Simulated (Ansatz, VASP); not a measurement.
One calculation of TaN, two programs

The input INCAR:

```
SYSTEM = TaN
PREC = Accurate
ENCUT = 520
EDIFF = 1E-7
ISMEAR = 0
SIGMA = 0.15
LREAL = .FALSE.
LASPH = .TRUE.
NELM = 60
ALGO = Normal
ISIF = 2
LWAVE = .FALSE.
LCHARG = .FALSE.
GGA = PS
NBANDS = 24
```

File KPOINTS:

```
Automatic mesh
0
G
  15 15 8
  0 0 0
```

POSCAR

```
TaN
1.0
    2.8120395214      0.0000000000      0.0000000000
   -1.4060197607      2.4352976620      0.0000000000
    0.0000000000      0.0000000000      5.8600190937
Ta N
2 2
Direct
    0.0000000000      0.0000000000      0.0000000000
    0.0000000000      0.0000000000      0.5000000000
    0.3333333333      0.6666666667      0.2500000000
    0.6666666667      0.3333333333      0.7500000000
```

Input for Ansatz:

```yaml
crystal:
  lattice:
    - [2.8120395214, 0.0, 0.0]
    - [-1.4060197607, 2.435297662, 0.0]
    - [0.0, 0.0, 5.8600190937]
  atoms:
    - { symbol: Ta, position: [0.0, 0.0, 0.0] }
    - { symbol: Ta, position: [0.0, 0.0, 0.5] }
    - { symbol: "N", position: [0.3333333333, 0.6666666667, 0.25] }
    - { symbol: "N", position: [0.6666666667, 0.3333333333, 0.75] }
basis:
  ecutwfc: 520.0
kpoints:
  mp_grid: { grid: [15, 15, 8] }
hamiltonian:
  xc: pbesol
  pseudopotentials: { kind: paw, azcp: { folder: soft_1 } }
scf:
  occupations: { method: gaussian, width: 0.15 }
output:
  forces: true
  stress: true
  eigenvalues: true
  write_density: true
  write_potential: true
  elf: true
  volumetric_format: npy
```

Change from the starting cell: mode 4 frozen in at +0.000 Å, equal normal strain along x and y -0.0267.

Alike in both runs: task single point; functional PBEsol; k mesh 15 × 15 × 8; occupations gaussian, width 0.15 eV; no spin polarisation.

|  | VASP | Ansatz |
| --- | --- | --- |
| version | VASP 6.6.1 | Ansatz 0.2.0 |
| potentials or method | VASP PAW PBE potentials, release 64 (Ta_pv, N) | scalar-relativistic, plane waves, PAW |
| plane-wave cutoff (eV) | 520 | 520 |
| valence electrons in the cell | 32 | 36 |

Ansatz gave:

```
gap on the k mesh at the Fermi level (eV)       : none
pressure (GPa)                                  : 20.6
largest component of the traceless stress (GPa) : 11.07
```

Problem. What did VASP give for the same quantities?

Solution. gap on the k mesh at the Fermi level (eV): none; pressure (GPa): 22.0; largest component of the traceless stress (GPa): 10.95.

A gap of «none» marks a metal or a gap that the smearing closes. The two sets of potentials don't hold the same shells in valence. Ansatz warned: «pseudo_functional_mismatch».

Caveats: so large a pressure means that the cell lies far from this level's equilibrium, or that cutoff or potentials fall short (VASP); the potentials were made for another functional, which shifts forces and pressure (VASP). The runs have no spin-orbit coupling, so splittings on Ta are missing.
